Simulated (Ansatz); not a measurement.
**TaN: stress in a strained cell**

Aim: deform TaN (equal xy, yz and zx engineering shear strains of -1 %) and compute stress, forces and field gradients with LAPW, PAW and all-electron datasets made for the crystal.

Program: Ansatz 0.2.0. Level of theory: DFT PBEsol, scalar-relativistic. These are calculated values, not measurements.

## Step 1: The starting structure

It takes space group Fm-3m (No. 225, cubic). Conventional cell: a = 4.358 Å, b = 4.358 Å, c = 4.358 Å, α = 90.00°, β = 90.00°, γ = 90.00°. Ta (site symmetry m-3m) is surrounded by 6 N at 2.18 Å. N (site symmetry m-3m) has 6 Ta at 2.18 Å as nearest neighbours.

As a file:

```
Ta N
1.0
     0.00000    2.17900    2.17900
     2.17900    0.00000    2.17900
     2.17900    2.17900    0.00000
Ta N
1 1
Direct
  0.50000 0.50000 0.50000
  0.00000 0.00000 0.00000
```

Atoms are numbered in the order of the input: Ta1, N2.

## Step 2: After the deformation

Space group Fm-3m before, R-3m after.

## Step 3: LAPW, all electrons

Contents of input.yaml:

```yaml
crystal:
  lattice:
    - [-0.02179, 2.168105, 2.168105]
    - [2.168105, -0.02179, 2.168105]
    - [2.168105, 2.168105, -0.02179]
  atoms:
    - { symbol: Ta, position: [0.5, 0.5, 0.5] }
    - { symbol: "N", position: [0.0, 0.0, 0.0] }
kpoints:
  mp_grid: { grid: [9, 9, 9] }
  band_path:
    path:
      - [0.0, 0.0, 0.0]
      - [0.5, 0.5, 0.5]
      - [0.2525443832, 0.5, 0.7474556168]
      - [-0.2525443832, 0.2525443832, 0.5]
      - [0.0, 0.0, 0.5]
      - [0.0, 0.0, 0.0]
      - [-0.3762721916, 0.0, 0.3762721916]
      - [0.0, 0.3762721916, 0.6237278084]
      - [0.0, 0.5, 0.5]
    npoints: 5
scf:
  occupations: { method: fermi_dirac, width: 0.02 }
hamiltonian:
  xc: pbesol
  pseudopotentials: { kind: all_electron, lapw: { basis_error: 0.0005 } }
output:
  forces: true
  stress: true
  eigenvalues: true
```

The run is started by

```console
$ ansatz run input.yaml --threads 1 --pin off --max-ram 3072MiB --backend cpu --events-out ev --progress --plain --runs-dir out
```

## Step 4: Frozen-core PAW

Contents of input.yaml:

```yaml
crystal:
  lattice:
    - [-0.02179, 2.168105, 2.168105]
    - [2.168105, -0.02179, 2.168105]
    - [2.168105, 2.168105, -0.02179]
  atoms:
    - { symbol: Ta, position: [0.5, 0.5, 0.5] }
    - { symbol: "N", position: [0.0, 0.0, 0.0] }
kpoints:
  mp_grid: { grid: [9, 9, 9] }
scf:
  occupations: { method: fermi_dirac, width: 0.02 }
hamiltonian:
  xc: pbesol
  pseudopotentials: { kind: paw }
output:
  forces: true
  stress: true
  eigenvalues: true
  efg: { contact_densities: true }
```

## Step 5: All-electron PAW on datasets made for the crystal

input.yaml, as its differences from that of step 4:

```diff
@@ -14,3 +14,3 @@
   xc: pbesol
-  pseudopotentials: { kind: paw }
+  pseudopotentials: { kind: all_electron, datasets: crystal }
 output:
```

(Steps that only read results are left out.)

**Question.** What will these runs give? Wanted: pressure; largest shear or deviatoric stress.

The runs gave:

```
                                 quantity                                           value
                                 pressure  LAPW 4.35, PAW 4.39, crystal datasets 4.35 GPa
largest shear or deviatoric stress (LAPW)                                        0.57 GPa
```

The largest part of the stress beyond the pressure is 0.57 GPa in size; the atoms are carried along and not relaxed. No run of the undeformed cell stands beside it, so the pressure holds what the given cell had before the change. PAW: stress within 0.04 GPa of LAPW. Crystal datasets: stress within 0.01 GPa of LAPW. Spin-orbit coupling is left out, though the cell holds Ta; in elements this heavy it can shift bands and gaps by tenths of an eV.
